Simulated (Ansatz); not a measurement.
A series in volume per atom on AlAs

All results are calculated (Ansatz 0.2.0). Periodic Kohn-Sham DFT of a crystal at fixed atoms; pressure and stress are positive in compression; the energy is the free energy less that of spherical unpolarised free atoms; site moments are those in the method's own spheres, positive along +z.

Cell of the first row (space group F-43m, No. 216):
```
CELL_PARAMETERS angstrom
0.00000 2.77260 2.77260
2.77260 0.00000 2.77260
2.77260 2.77260 0.00000
ATOMIC_POSITIONS crystal
Al 0.00000 0.00000 0.00000
As 0.75000 0.75000 0.75000
```

Settings of every row: method frozen-core PAW; functional PBEsol; relativity scalar; k mesh 10x10x10; filling fermi-dirac; smearing width 0.05 eV; wave cutoff 420 eV; paw set soft_2.

Atom start moment: 0 on all atoms.

Limits: PAW files made with PBE.

```csv
row,volume per atom (Å³),pressure (GPa)
1,21.314,5.787
2,21.326,5.736
3,21.768,?
4,22.448,1.304
5,22.675,0.54
6,22.902,-0.186
7,23.128,-0.875
8,23.582,-2.149
9,24.035,-3.296
```

Question: what pressure should row 3 give?

Worked fit of pressure. Take u = (V_r/V)^(2/3) − 1 with V_r = 22.788 Å³ an atom, which is twice the finite (Eulerian) strain; such expansions in the strain, on which the Birch-Murnaghan equation of state is built, carry the rest volume and the bulk modulus. The shown rows have u = 0.04559, 0.0452, 0.01007, 0.00332, -0.00332, -0.00982, -0.02257, -0.03489. Least squares give pressure = 0.1729 + 109.417 × u + 293.06 × u² + 189 × u³ GPa; a parabola predicts inner rows, each left out in turn, worse (root mean square 0.003 against 0.0018 GPa). The rows lie off it by -0.001, 0.001, -0.001, 0.001, 0.001, -0.002, 0.001, 0.000. The pressure vanishes at u = -0.0016, or V = 22.84 Å³ an atom, and there the bulk modulus at fixed shape and fractions is B = −V dP/dV = (2/3)(1 + u) dP/du = 72.2 GPa. The withheld row has u = 0.031, so the fit gives 0.1729 + 109.417 × (0.031) + 293.06 × (0.031)² + 189 × (0.031)³ = 3.852 GPa.

The calculation gave 3.853 GPa. The fit lies 0.001 GPa (0.011 % of the column's range) below it, one unit of the last digit.
